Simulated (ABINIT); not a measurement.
Crystal: MgTe.

```
Te Mg
1.0
     0.00000    3.23200    3.23200
     3.23200    0.00000    3.23200
     3.23200    3.23200    0.00000
Te Mg
1 1
Direct
  0.25000 0.25000 0.25000
  0.00000 0.00000 0.00000
```

The cell comes from a database or a generator and needn't be the stable form of this composition.

Base run:

| Property | Result |
| --- | --- |
| Program | ABINIT 10.8.3 (patched build) |
| Functional | r2SCAN |
| Potentials or basis | JTH PAW PBE v2.0 |
| Cutoff | 626 eV |
| k mesh | 7 × 7 × 7 |
| Occupations | fermi-dirac, width 0.05 eV |
| Spin | no spin polarisation |

Its results: band gap on the k mesh 3.11 eV, direct.

Q: After a change of settings the same cell gave: band gap on the k mesh 3.50 eV, direct. Which change was it?
A. functional from r2SCAN to TB-mBJ; potentials or basis from JTH PAW PBE v2.0 to JTH PAW LDA v2.0
B. functional from r2SCAN to PBE; cutoff from 626 eV to 517 eV; fine-grid cutoff from 1224.51 eV to 1034.03 eV
C. functional from r2SCAN to PBEsol; cutoff from 626 eV to 517 eV; fine-grid cutoff from 1224.51 eV to 1034.03 eV

A: A.

Caveats: spin-orbit coupling is left out, which moves the levels of the heavy elements; the constant c of TB-mBJ comes from the pseudo density here, which moves gaps by up to 0.3 eV between sets of potentials (some runs).
